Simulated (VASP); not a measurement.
CaF2 (Fluorite):

```
CELL_PARAMETERS angstrom
0.00000 2.75521 2.75521
2.75521 0.00000 2.75521
2.75521 2.75521 0.00000
ATOMIC_POSITIONS crystal
Ca 0.00000 0.00000 0.00000
F 0.25000 0.25000 0.25000
F 0.75000 0.75000 0.75000
```

Base run:

* Program: VASP 6.6.1
* Functional: PBE
* Potentials or basis: VASP PAW PBE potentials, release 64 (Ca_sv, F)
* Cutoff: 520 eV
* k mesh: 8 × 8 × 8
* Occupations: gaussian, width 0.02 eV
* Spin: no spin polarisation

Its results: band gap on the k mesh 7.12 eV, indirect (least direct gap 7.37 eV); pressure 0.3 GPa.

Question: The run is repeated on the same cell with these changes: functional from PBE to r2SCAN; further incar settings from ALGO = Normal; EDIFF = 1e-06; NBANDS = 19 to ALGO = Normal; EDIFF = 1e-07; NBANDS = 19. What comes out?

Answer: Band gap on the k mesh 7.79 eV, indirect (least direct gap 8.04 eV); pressure -2.7 GPa.

Caveats: the PAW data sets were made with another functional, which shifts forces and pressure a little (some runs).

A k mesh can miss the band edges.
